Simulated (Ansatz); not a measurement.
Runs of Ansatz 0.2.0 on KBr. Symmetry: Fm-3m, No. 225, cubic system. The conventional cell has a = 6.600 Å, b = 6.600 Å, c = 6.600 Å, α = 90.00°, β = 90.00°, γ = 90.00°. Br (site symmetry m-3m) has 6 K at 3.30 Å as nearest neighbours. Around K (site symmetry m-3m) lie 6 Br at 3.30 Å. 

| task | level | cell | k mesh | cutoff (eV) | smearing | basis error allowed | gap on the mesh (eV) | pressure (GPa) | relaxed volume (Å³/atom) |
| --- | --- | --- | --- | --- | --- | --- | --- | --- | --- |
| elastic constants | PBEsol | as given | 5 × 5 × 5 | 137 | fermi-dirac 0.05 eV | 0.001 eV/atom | 4.28 | (a) | - |
| relaxation of cell and atoms | PBE+D3(BJ) | relaxed | 7 × 7 × 7 | - | fermi-dirac 0.05 eV | 0.001 eV/atom | 4.48 | 0.0 | (b) |
| single point | PBE | as given | 4 × 4 × 4 | 107 | fermi-dirac 0.06 eV | 0.004 eV/atom | 4.43 | 0.7 | - |
| relaxation of cell and atoms | BLYP+D3(BJ) | relaxed | 7 × 7 × 7 | - | fermi-dirac 0.05 eV | 0.001 eV/atom | 4.58 | 0.0 | 34.22 |

Alike in all rows: potentials or basis all-electron LAPW, scalar-relativistic; no spin polarisation.

Problem. Fill in the values left out.

Solution. (a) -0.3; (b) 35.36.

Caveats: an odd mesh through Γ misses points on the zone boundary, where band edges often lie (some runs).

A k mesh can miss the band edges, and the runs leave out spin-orbit coupling on Br.

The runs don't all hold the same shells in valence.
